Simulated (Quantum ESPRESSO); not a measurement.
Input of a Quantum ESPRESSO 7.5 run:

File pw.in:

```
&CONTROL
  calculation = 'scf'
  prefix = 'pwscf'
  outdir = './tmp'
  pseudo_dir = './pseudo'
  tprnfor = .true.
  tstress = .true.
  disk_io = 'low'
/
&SYSTEM
  ibrav = 0
  celldm(1) = 8
  nat = 4
  ntyp = 2
  ecutwfc = 45
  ecutrho = 360
  nbnd = 26
  occupations = 'smearing'
  smearing = 'fd'
  degauss = 0.00367493
/
&ELECTRONS
  conv_thr = 8d-10
  electron_maxstep = 120
  mixing_beta = 0.5
/
ATOMIC_SPECIES
Ge    72.6300 ge_lda_v1.4.uspp.F.UPF
Si    28.0850 si_lda_v1.uspp.F.UPF
CELL_PARAMETERS alat
  0.9222929526617   0.0000000000000   0.0000000000000
 -0.4611464763308   0.7987291267301   0.0000000000000
  0.0000000000000   0.0000000000000   1.5237766449240
ATOMIC_POSITIONS crystal
Ge     0.3333333333    0.6666666667    0.0003920000
Ge     0.6666666667    0.3333333333    0.5003920000
Si     0.3333333333    0.6666666667    0.3746070000
Si     0.6666666667    0.3333333333    0.8746070000
K_POINTS automatic
8 8 4 0 0 0
```

Contents of bands.in:

```
&CONTROL
  calculation = 'bands'
  prefix = 'pwscf'
  outdir = './tmp'
  pseudo_dir = './pseudo'
  disk_io = 'low'
  verbosity = 'high'
/
&SYSTEM
  ibrav = 0
  celldm(1) = 8
  nat = 4
  ntyp = 2
  ecutwfc = 45
  ecutrho = 360
  nbnd = 26
  occupations = 'smearing'
  smearing = 'fd'
  degauss = 0.00367493
/
&ELECTRONS
  conv_thr = 1d-08
  electron_maxstep = 120
  mixing_beta = 0.5
  diago_full_acc = .true.
  startingwfc = 'random'
/
ATOMIC_SPECIES
Ge    72.6300 ge_lda_v1.4.uspp.F.UPF
Si    28.0850 si_lda_v1.uspp.F.UPF
CELL_PARAMETERS alat
  0.9222929526617   0.0000000000000   0.0000000000000
 -0.4611464763308   0.7987291267301   0.0000000000000
  0.0000000000000   0.0000000000000   1.5237766449240
ATOMIC_POSITIONS crystal
Ge     0.3333333333    0.6666666667    0.0003920000
Ge     0.6666666667    0.3333333333    0.5003920000
Si     0.3333333333    0.6666666667    0.3746070000
Si     0.6666666667    0.3333333333    0.8746070000
K_POINTS crystal
60
 0.0000000000  0.0000000000  0.0000000000 1
 0.0625000000  0.0000000000  0.0000000000 1
 0.1250000000  0.0000000000  0.0000000000 1
 0.1875000000  0.0000000000  0.0000000000 1
 0.2500000000  0.0000000000  0.0000000000 1
 0.3125000000  0.0000000000  0.0000000000 1
 0.3750000000  0.0000000000  0.0000000000 1
 0.4375000000  0.0000000000  0.0000000000 1
 0.5000000000  0.0000000000  0.0000000000 1
 0.4583333333  0.0833333333  0.0000000000 1
 0.4166666667  0.1666666667  0.0000000000 1
 0.3750000000  0.2500000000  0.0000000000 1
 0.3333333333  0.3333333333  0.0000000000 1
 0.2962962963  0.2962962963  0.0000000000 1
 0.2592592593  0.2592592593  0.0000000000 1
 0.2222222222  0.2222222222  0.0000000000 1
 0.1851851852  0.1851851852  0.0000000000 1
 0.1481481481  0.1481481481  0.0000000000 1
 0.1111111111  0.1111111111  0.0000000000 1
 0.0740740741  0.0740740741  0.0000000000 1
 0.0370370370  0.0370370370  0.0000000000 1
 0.0000000000  0.0000000000  0.0000000000 1
 0.0000000000  0.0000000000  0.1250000000 1
 0.0000000000  0.0000000000  0.2500000000 1
 0.0000000000  0.0000000000  0.3750000000 1
 0.0000000000  0.0000000000  0.5000000000 1
 0.0625000000  0.0000000000  0.5000000000 1
 0.1250000000  0.0000000000  0.5000000000 1
 0.1875000000  0.0000000000  0.5000000000 1
 0.2500000000  0.0000000000  0.5000000000 1
 0.3125000000  0.0000000000  0.5000000000 1
 0.3750000000  0.0000000000  0.5000000000 1
 0.4375000000  0.0000000000  0.5000000000 1
 0.5000000000  0.0000000000  0.5000000000 1
 0.4666666667  0.0666666667  0.5000000000 1
 0.4333333333  0.1333333333  0.5000000000 1
 0.4000000000  0.2000000000  0.5000000000 1
 0.3666666667  0.2666666667  0.5000000000 1
 0.3333333333  0.3333333333  0.5000000000 1
 0.3030303030  0.3030303030  0.5000000000 1
 0.2727272727  0.2727272727  0.5000000000 1
 0.2424242424  0.2424242424  0.5000000000 1
 0.2121212121  0.2121212121  0.5000000000 1
 0.1818181818  0.1818181818  0.5000000000 1
 0.1515151515  0.1515151515  0.5000000000 1
 0.1212121212  0.1212121212  0.5000000000 1
 0.0909090909  0.0909090909  0.5000000000 1
 0.0606060606  0.0606060606  0.5000000000 1
 0.0303030303  0.0303030303  0.5000000000 1
 0.0000000000  0.0000000000  0.5000000000 1
 0.5000000000  0.0000000000  0.5000000000 1
 0.5000000000  0.0000000000  0.3750000000 1
 0.5000000000  0.0000000000  0.2500000000 1
 0.5000000000  0.0000000000  0.1250000000 1
 0.5000000000  0.0000000000  0.0000000000 1
 0.3333333333  0.3333333333  0.0000000000 1
 0.3333333333  0.3333333333  0.1250000000 1
 0.3333333333  0.3333333333  0.2500000000 1
 0.3333333333  0.3333333333  0.3750000000 1
 0.3333333333  0.3333333333  0.5000000000 1
```

Potentials or basis: GBRV 1.5 LDA.

Command:

```sh
$ OMP_NUM_THREADS=1 mpirun -n 2 pw.x -nk 2 -in pw.in > pw.out
$ OMP_NUM_THREADS=1 mpirun -n 2 pw.x -nk 2 -in bands.in > bands.out
```

**Question.** Predict the band gap on the k mesh.

**Answer.** 0.35 eV, direct.

**Question.** Estimate the band gap along the path.

**Answer.** 0.35 eV, direct.

**Question.** Predict the pressure.

**Answer.** -2.2 GPa.

Forces on the atoms (eV/Å):
```
Ge   0.000  0.000  0.003
Ge   0.000  0.000  0.003
Si   0.000  0.000 -0.003
Si   0.000  0.000 -0.003
```

LDA gaps usually lie below the measured ones, often by a third to a half.
